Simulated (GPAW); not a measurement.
# CoO: relaxation of the atoms with PBE

CoO:

```xyz
2
Lattice="2.5705 0.0000 0.0000 0.0000 2.5705 0.0000 0.0000 0.0000 2.5705" Properties=species:S:1:pos:R:3 pbc="T T T"
Co    0.0000    0.0000    0.0000
O     1.2853    1.2853    1.2853
```

Measurements of this composition are mostly on another form, of space group No. 225.

```
Program             : GPAW 26.7.0
Task                : relaxation of the atoms
Functional          : PBE
Potentials or basis : GPAW PAW data sets (gpaw-data 1.2.1)
Cutoff              : 800 eV
Basis               : pw
k mesh              : 7 × 7 × 7
Occupations         : fermi-dirac, width 0.05 eV
Spin                : collinear spin, ferromagnetic start
Starting moments    : [2.0, 0.0] μB
Maxiter             : 150
Optimizer           : BFGS
Fmax                : 0.02 eV/Å
Max steps           : 60
Convergence         : density=1e-05 forces=0.0001
```

- Band gap on the k mesh: none (metal or under the smearing width)
- Net moment: 3.00 μB per cell
- Site moments: Co +2.49; O +0.34 μB

Final structure:
```xyz
2
Lattice="2.5705 0.0000 0.0000 0.0000 2.5705 0.0000 0.0000 0.0000 2.5705" Properties=species:S:1:pos:R:3 pbc="T T T"
Co    0.0000    0.0000    0.0000
O     1.2853    1.2853    1.2853
```

Levels at points of the mesh, in eV from the Fermi level:
Spin up:
```csv
k point,band 6,band 7,band 8,band 9,band 10,band 11,band 12,band 13
"(0.00, 0.00, 0.00)",-3.08,-2.56,-2.56,-2.56,0.91,15.64,15.64,20.59
```
Spin down:
| k point | band 4 | band 5 | band 6 | band 7 | band 8 | band 9 |
| --- | --- | --- | --- | --- | --- | --- |
| (0.00, 0.00, 0.00) | -2.29 | -2.29 | -2.29 | 0.52 | 0.52 | 0.52 |

Wall time 31 s on 1 thread of Arm Neoverse N1 (shared host), peak memory 0.15 GiB.

Caveat: the density grid can change from cell to cell, which puts small steps into energies and stress; each step starts from the last one's moments, so a moment once lost doesn't come back; the relaxation stopped at its first step, so nothing moved; later steps reuse the first step's grids; a cell with one magnetic atom can't hold antiferromagnetic order, which such compounds often take; semilocal functionals often make such compounds metallic where correlation or magnetic order opens a gap, which also shifts bond lengths. With open d or f shells a metallic result of PBE can be an artefact of self-interaction; +U or a hybrid may open a gap.
